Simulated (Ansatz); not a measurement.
# Cu2O (Cuprite) under changes of volume

One of the cells (12.885 Å³/atom); the others are scaled copies at fixed shape and fractional positions:

```
Cu O
1.0
     4.26000    0.00000    0.00000
     0.00000    4.26000    0.00000
     0.00000    0.00000    4.26000
Cu O
4 2
Direct
  0.75000 0.25000 0.75000
  0.75000 0.75000 0.25000
  0.25000 0.75000 0.75000
  0.25000 0.25000 0.25000
  0.50000 0.50000 0.50000
  0.00000 0.00000 0.00000
```

| Quantity | Value |
| --- | --- |
| Program | Ansatz 0.2.0 |
| Functional | PBEsol |
| Potentials or basis | Ansatz PAW |
| Cutoff | 420 eV (not typed: the program's choice for these potentials) |
| k mesh | 6 × 6 × 6 |
| Occupations | fermi-dirac, width 0.05 eV |
| Spin | no spin polarisation |

| volume (Å³/atom) | energy over the lowest point (meV/atom) | pressure (GPa) | gap on the mesh (eV) |
| --- | --- | --- | --- |
| 12.112 | 6.37 | 5.0 | 0.65 |
| 12.369 | ? | ? | ? |
| 12.627 | 0.00 | -0.8 | 0.55 |
| 12.885 | 3.29 | -3.2 | 0.50 |
| 13.142 | 10.33 | -5.4 | 0.45 |
| 13.400 | 20.64 | -7.4 | 0.41 |
| 13.658 | 33.83 | -9.1 | 0.37 |

Task: What does the run at 12.369 Å³/atom give?

Result: Energy over the lowest point 0.84 meV/atom; pressure 2.0 GPa; gap on the mesh 0.60 eV.

Worked out: A Birch-Murnaghan fit of order 3 (a polynomial in V^(-2/3)) to the other rows has its minimum at 12.55 Å³/atom with B0 = V·E''(V) = 131 GPa and B' = 4.9. It gives 0.83 meV/atom at 12.369 Å³/atom, against the run's 0.84, and -dE/dV = 1.9 GPa, against 2.0. A straight line through the other rows of the gap, of slope -2.35 eV per unit of ln V (its deformation potential), gives 0.60 eV, against the run's 0.60.

Energies are extrapolated to zero smearing.

Caveats: the PAW data sets come from PBE, with cores solved anew for the run's functional, which leaves a small shift of forces and pressure.

A mesh can miss the band edges.
